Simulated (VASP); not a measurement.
# Nb (Im-3m) in VASP: settings compared, part 2 of 2

VASP 6.6.1.

### 4 Relaxation of cell and atoms, PBEsol

Contents of INCAR:

```
SYSTEM = Nb
ALGO = Normal
EDIFF = 1E-6
EDIFFG = -0.02
ENCUT = 600
GGA = PS
IBRION = 2
ISIF = 3
ISMEAR = -1
LASPH = .True.
LCHARG = .False.
LREAL = .False.
LWAVE = .False.
NELM = 60
NSW = 40
PREC = Accurate
SIGMA = 0.05
```

Contents of KPOINTS:

```
k-points
0
Gamma
  10 10 10
  0 0 0
```

Contents of POSCAR:

```
Nb
1.0
   -1.6639500000      1.6639500000      1.6639500000
    1.6639500000     -1.6639500000      1.6639500000
    1.6639500000      1.6639500000     -1.6639500000
Nb
1
Direct
    0.0000000000      0.0000000000      0.0000000000
```

Launch:

```sh
$ cat potpaw_PBE.64/Nb_sv/POTCAR > POTCAR
$ mpirun -np 1 vasp_std > vasp.out
```

It took 28 s on 1 thread of Intel Xeon Platinum 8259CL at 2.50GHz (Skylake/Cascade Lake), shared host; peak memory 0.15 GiB.

It converged, with:

- Free energy: -10.9360 eV
- Relaxed volume: 17.49 Å³/atom
- Relaxed cell: a = 2.832 Å, b = 2.832 Å, c = 2.832 Å, α = 109.47°, β = 109.47°, γ = 109.47°
- Space group after relaxing (to 0.05 Å): Im-3m (No. 229)
- Energy gained by relaxing: 25.2 meV/atom
- Ionic steps: 4
- Pressure after relaxing: 0.0 GPa
- Band gap on the k mesh: none (metal or under the smearing width)

The path:
| step | energy change (eV) | largest force (eV/Å) | pressure (GPa) | volume (Å³) |
| --- | --- | --- | --- | --- |
| 1 | 0.0000 | 0.0000 | -8.34 | 18.43 |
| 2 | 0.0527 | 0.0000 | 17.66 | 15.99 |
| 3 | -0.0252 | 0.0000 | -0.22 | 17.51 |
| 4 | -0.0252 | 0.0000 | -0.01 | 17.49 |

Final structure:
```yaml
crystal:
  lattice:
    - [-1.63525, 1.63525, 1.63525]
    - [1.63525, -1.63525, 1.63525]
    - [1.63525, 1.63525, -1.63525]
  atoms:
    - { symbol: Nb, position: [0.00000, 0.00000, 0.00000] }
```

Levels at points of the mesh, in eV from the Fermi level:
```tsv
k point	band 2	band 3	band 4	band 5	band 6	band 7	band 8	band 9	band 10
(0.00, 0.00, 0.00)	-29.50	-29.50	-29.50	-6.05	0.34	0.34	0.34	3.35	3.35
(0.50, 0.00, 0.00)	-31.00	-29.97	-29.51	-3.88	-1.77	2.41	3.40	4.11	6.65
(0.50, 0.50, 0.50)	-30.52	-30.52	-30.52	-3.93	-3.93	5.83	5.83	5.83	9.28
```

Caveat: the PAW data sets were made with another functional, which shifts forces and pressure a little.

### 5 Single point, PBE

Contents of INCAR:

```
SYSTEM = Nb
  PREC = Accurate
  ENCUT = 550
  EDIFF = 1E-6
  ISMEAR = 0
  SIGMA = 0.05
  LREAL = .False.
  LASPH = .True.
  NELM = 100
  ALGO = Normal
  ISIF = 2
  LWAVE = .False.
  LCHARG = .False.
  GGA = PE
  NBANDS = 12
```

Contents of KPOINTS:

```
Automatic mesh
0
Gamma
  11 11 11
  0 0 0
```

Contents of POSCAR:

```
Nb
2.882
   -0.577359472588      0.577359472588      0.577359472588
    0.577359472588     -0.577359472588      0.577359472588
    0.577359472588      0.577359472588     -0.577359472588
Nb
1
Direct
    0.0000000000      0.0000000000      0.0000000000
```

Potentials or basis: VASP PAW PBE potentials, release 64 (Nb_sv_GW).

Launch:

```sh
$ cat potpaw_PBE.64/Nb_sv_GW/POTCAR > POTCAR
$ mpirun -np 1 vasp_std > vasp.out
```

OUTCAR:

```text
SYSTEM = Nb
   PREC = Accurate
   ENCUT = 550
   EDIFF = 1E-6
   ISMEAR = 0
   LREAL = .False.
   LASPH = .True.
   NELM = 100
   ISIF = 2
   GGA = PE

 ion  position               nearest neighbor table
   1  0.000  0.000  0.000-

  LATTYP: Found a body centered cubic cell.
 ALAT       =     3.3279000000

  Lattice vectors:

 A1 = (  -1.6639500000,   1.6639500000,   1.6639500000)
 A2 = (   1.6639500000,  -1.6639500000,   1.6639500000)
 A3 = (   1.6639500000,   1.6639500000,  -1.6639500000)
[... 540 lines left out ...]
     12      22.8837      0.00000

 [... further k-points ...]

------------------------ aborting loop because EDIFF is reached ----------------------------------------

  FORCE on cell =-STRESS in cart. coord.  units (eV):
  Direction    XX          YY          ZZ          XY          YZ          ZX
  --------------------------------------------------------------------------------------
  -------------------------------------------------------------------------------------
  Total       -0.3289850     -0.3289850     -0.3289850     -0.0000000     -0.0000000     -0.0000000
  in kB      -28.6026272    -28.6026272    -28.6026272     -0.0000000     -0.0000000     -0.0000000
  external PRESSURE =     -28.6026272 kB  Pullay stress =       0.0000000 kB

 VOLUME and BASIS-vectors are now :
 -----------------------------------------------------------------------------
  energy-cutoff  :      550.00
  volume of cell :       18.43
      direct lattice vectors                 reciprocal lattice vectors
    -1.663950000  1.663950000  1.663950000     0.000000000  0.300489798  0.300489798
     1.663950000 -1.663950000  1.663950000     0.300489798  0.000000000  0.300489798
     1.663950000  1.663950000 -1.663950000     0.300489798  0.300489798  0.000000000

 POSITION                                       TOTAL-FORCE (eV/Angst)
 -----------------------------------------------------------------------------------
      0.00000      0.00000      0.00000        -0.000000     -0.000000     -0.000000
 -----------------------------------------------------------------------------------
    total drift:                                0.000000      0.000000      0.000000

  FREE ENERGIE OF THE ION-ELECTRON SYSTEM (eV)
  ---------------------------------------------------
  free  energy   TOTEN  =       -11.4660584232 eV

  energy  without entropy=      -11.4633408301  energy(sigma->0) =      -11.46469963
```

Wall time 14 s (1 thread of Intel Xeon Platinum 8488C (Sapphire Rapids), shared host); peak memory 0.15 GiB.

What came out:

```
Free energy            : -11.4661 eV
Pressure               : -2.9 GPa
Band gap on the k mesh : none (metal or under the smearing width)
```

Levels at points of the mesh, in eV from the Fermi level:
```tsv
k point	band 4	band 5	band 6	band 7	band 8	band 9
(0.00, 0.00, 0.00)	-29.69	-5.80	0.42	0.42	0.42	3.26
```

### 6 Single point, PBE

Contents of run.py:

```python
from ase.calculators.vasp import Vasp
from ase.dft.bandgap import bandgap
from ase.spacegroup import crystal

atoms = crystal(
    ['Nb'],
    basis=[[0.0, 0.0, 0.0]],
    spacegroup=229,
    setting=1,
    cellpar=[3.3279, 3.3279, 3.3279, 90.0, 90.0, 90.0],
    primitive_cell=True,
)
calc = Vasp(
    directory='calc',
    xc='pbe',
    pp='PBE',
    setups='gw',
    prec='Accurate',
    encut=550,
    ediff=1e-07,
    ismear=0,
    sigma=0.05,
    lreal=False,
    lasph=True,
    nelm=60,
    algo='Fast',
    isif=2,
    lwave=False,
    lcharg=False,
    kpts=[11, 11, 11],
    gamma=True,
    nbands=12,
)
atoms.calc = calc

print('energy (eV):', atoms.get_potential_energy())
print('free energy (eV):', atoms.get_potential_energy(force_consistent=True))
print('forces (eV/A):')
print(atoms.get_forces())
print('stress (eV/A^3, Voigt):', atoms.get_stress())
print('Fermi level (eV):', calc.get_fermi_level())
gap, top, bottom = bandgap(calc)
print('band gap (eV):', gap, 'from (spin, k, band)', top, 'to', bottom)
```

Potentials or basis: VASP PAW PBE potentials, release 64 (Nb_sv_GW).

Launch:

```sh
$ python run.py
```

The program printed:

```text
energy (eV): -11.46469948
free energy (eV): -11.46605855
forces (eV/A):
[[-0.  0. -0.]]
stress (eV/A^3, Voigt): [ 0.01785843  0.01785843  0.01785843 -0.          0.         -0.        ]
Fermi level (eV): 10.3510589
band gap (eV): 0.0 from (spin, k, band) (None, None, None) to (None, None, None)
```

OUTCAR:

```text
ENCUT = 550.000000
   EDIFF = 1.00e-07
   GGA = PE
   PREC = Accurate
   ISIF = 2
   ISMEAR = 0
   NELM = 60
   LASPH = .TRUE.
   LREAL = .FALSE.

 ion  position               nearest neighbor table
   1  0.000  0.000  0.000-

  LATTYP: Found a body centered cubic cell.
 ALAT       =     3.3279000000

[... 556 lines left out ...]
  Total       -0.3290970     -0.3290970     -0.3290970      0.0000000      0.0000000     -0.0000000
  in kB      -28.6123585    -28.6123585    -28.6123585      0.0000000      0.0000000     -0.0000000
  external PRESSURE =     -28.6123585 kB  Pullay stress =       0.0000000 kB

 VOLUME and BASIS-vectors are now :
 -----------------------------------------------------------------------------
  energy-cutoff  :      550.00
  volume of cell :       18.43
      direct lattice vectors                 reciprocal lattice vectors
    -1.663950000  1.663950000  1.663950000     0.000000000  0.300489798  0.300489798
     1.663950000 -1.663950000  1.663950000     0.300489798  0.000000000  0.300489798
     1.663950000  1.663950000 -1.663950000     0.300489798  0.300489798  0.000000000

 POSITION                                       TOTAL-FORCE (eV/Angst)
 -----------------------------------------------------------------------------------
      0.00000      0.00000      0.00000        -0.000000      0.000000     -0.000000
 -----------------------------------------------------------------------------------
    total drift:                                0.000000      0.000000     -0.000000

  FREE ENERGIE OF THE ION-ELECTRON SYSTEM (eV)
  ---------------------------------------------------
  free  energy   TOTEN  =       -11.4660585547 eV

  energy  without entropy=      -11.4633404007  energy(sigma->0) =      -11.46469948
```

INCAR:

```text
ENCUT = 550.000000
SIGMA = 0.050000
EDIFF = 1.00e-07
ALGO = Fast
GGA = PE
PREC = Accurate
ISIF = 2
ISMEAR = 0
NBANDS = 12
NELM = 60
LASPH = .TRUE.
LCHARG = .FALSE.
LWAVE = .FALSE.
LREAL = .FALSE.
```

Wall time 34 s (1 thread of Intel Xeon Platinum 8488C (Sapphire Rapids), shared host); peak memory 0.14 GiB.

Results:

```yaml
Free_energy: -11.4661 eV
Pressure: -2.9 GPa
Band_gap_on_the_k_mesh: none (metal or under the smearing width)
```

### 7 Summary

```tsv
task	level	potentials or basis	cell	k mesh	cutoff (eV)	smearing	optimiser	ladder	gap on the mesh (eV)	pressure (GPa)	relaxed volume (Å³/atom)
relaxation of the atoms	r2SCAN	VASP PAW PBE potentials, release 64 (Nb_sv)	atoms relaxed from: cell strained at random at fixed volume	8 × 8 × 8	520	methfessel-paxton 0.1 eV	FIRE	-	none	-3.8	-
relaxation of cell and atoms	PBE+D3(BJ)	VASP PAW PBE potentials, release 64 (Nb_sv)	relaxed	10 × 10 × 10	600	fermi-dirac 0.05 eV	-	gaps	none	0.0	17.39
relaxation of cell and atoms	PBEsol	VASP PAW PBE potentials, release 64 (Nb_sv)	relaxed	10 × 10 × 10	600	fermi-dirac 0.05 eV	-	gaps	none	0.0	17.49
single point	PBE	VASP PAW PBE potentials, release 64 (Nb_sv_GW)	as given	11 × 11 × 11	550	gaussian 0.05 eV	-	-	none	-2.9	-
```

Alike in all rows: no spin polarisation.

Caveats: the PAW data sets were made with another functional, which shifts forces and pressure a little (some runs); the relaxation stopped at its first step, so nothing moved (some runs); pairwise dispersion overbinds metals, which lowers pressure and volume (some runs).

Total energies depend on the potentials used, so only differences within one code and one set of settings carry meaning.
